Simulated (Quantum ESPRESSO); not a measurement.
## I under changes of volume

One of the cells (36.485 Å³/atom); the others are scaled copies at fixed shape and fractional positions:

```xyz
1
Lattice="-2.0894 2.0894 2.0894 2.0894 -2.0894 2.0894 2.0894 2.0894 -2.0894" Properties=species:S:1:pos:R:3 pbc="T T T"
I     0.0000    0.0000    0.0000
```

The real solid is made of molecules; this cell is a model form.

| Property | Result |
| --- | --- |
| Program | Quantum ESPRESSO 7.5 |
| Functional | PBE |
| Potentials or basis | SSSP 1.3 efficiency PBE |
| Cutoff | 748 eV |
| Density cutoff | 5987 eV |
| k mesh | 9 × 9 × 9 |
| Occupations | fermi-dirac, width 0.05 eV |
| Spin | no spin polarisation |

| volume (Å³/atom) | energy over the lowest point (meV/atom) | pressure (GPa) |
| --- | --- | --- |
| 34.296 | 6.46 | 1.3 |
| 35.025 | 1.94 | 0.7 |
| 35.755 | 0.00 | 0.2 |
| 36.485 | 0.34 | -0.3 |
| 37.214 | ? | ? |
| 37.944 | 6.72 | -1.0 |
| 38.674 | 12.30 | -1.4 |

**Question.** What does the run at 37.214 Å³/atom give?

**Answer.** Energy over the lowest point 2.66 meV/atom; pressure -0.7 GPa.

Worked out: A Birch-Murnaghan fit of order 3 (a polynomial in V^(-2/3)) to the other rows has its minimum at 36.00 Å³/atom with B0 = V·E''(V) = 23 GPa and B' = 5.6. It gives 2.66 meV/atom at 37.214 Å³/atom, against the run's 2.66, and -dE/dV = -0.7 GPa, against -0.7.

Energies are extrapolated to zero smearing.

Caveats: an odd number of electrons without spin polarisation forces a metal; a magnetic or distorted state may lie lower.
